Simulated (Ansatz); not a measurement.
# CuO: the cost of one run

Method: DFT PBE+U, PAW, plane waves, scalar-relativistic; U − J = 4.1 eV on Cu d, in Ansatz 0.2.0.

### 1 The system as given

Symmetry: C2/c, No. 15, monoclinic system. The conventional cell has a = 4.683 Å, b = 3.429 Å, c = 5.130 Å, α = 90.00°, β = 99.31°, γ = 90.00°. Around Cu (site symmetry -1) lie 4 O at 1.94 to 1.97 Å. O (site symmetry 2) is surrounded by 4 Cu at 1.94 to 1.97 Å.

As a file:

```
CELL_PARAMETERS angstrom
2.34160 -1.71440 0.00000
2.34160 1.71440 0.00000
-0.82974 0.00000 5.06215
ATOMIC_POSITIONS crystal
Cu 0.00000 0.50000 0.00000
Cu 0.50000 0.00000 0.50000
O 0.57190 0.42810 0.25000
O 0.42810 0.57190 0.75000
```

Labels such as O4 number the atoms in the order of the input file.

The first starts: parallel moments, plain SCF; opposed moments +-, plain SCF; no spin polarisation; spin on, no moments given (the program may seed its own), plain SCF. What is tried next depends on their ends.

“Plain SCF” means no search for lower states. 

The total moment includes the space between the atomic spheres.

### 2 Parallel moments, plain SCF

input.yaml reads:

```yaml
crystal:
  lattice:
    - [2.3416, -1.7144, 0.0]
    - [2.3416, 1.7144, 0.0]
    - [-0.82974, 0.0, 5.06215]
  atoms:
    - { symbol: Cu, position: [0.0, 0.5, 0.0], spin: 1.0 }
    - { symbol: Cu, position: [0.5, 0.0, 0.5], spin: 1.0 }
    - { symbol: O, position: [0.5719, 0.4281, 0.25] }
    - { symbol: O, position: [0.4281, 0.5719, 0.75] }
magnetization:
  spin_polarized: true
hamiltonian:
  xc: pbe
  pseudopotentials: { kind: paw }
  hubbard: { sites: [{ species: Cu, l: d, u_eff: 4.1 }] }
basis:
  ecutwfc: 420
kpoints:
  mp_grid: { grid: [8, 8, 4] }
scf:
  occupations: { method: fermi_dirac, width: 0.1 }
  lower_state_search: "off"
output:
  forces: true
  stress: true
  write_density: true
  write_potential: true
  elf: true
  volumetric_format: npy
```

The run is started by

```sh
$ ansatz run input.yaml --threads 2 --pin off --max-ram 5120MiB --backend cpu --events-out ev --progress --plain --runs-dir out
```

**Question.** How long does this run take on 2 threads of Arm Neoverse V2, shared host, and how much memory does it need?

About 15 s, with a peak of 0.48 GiB.
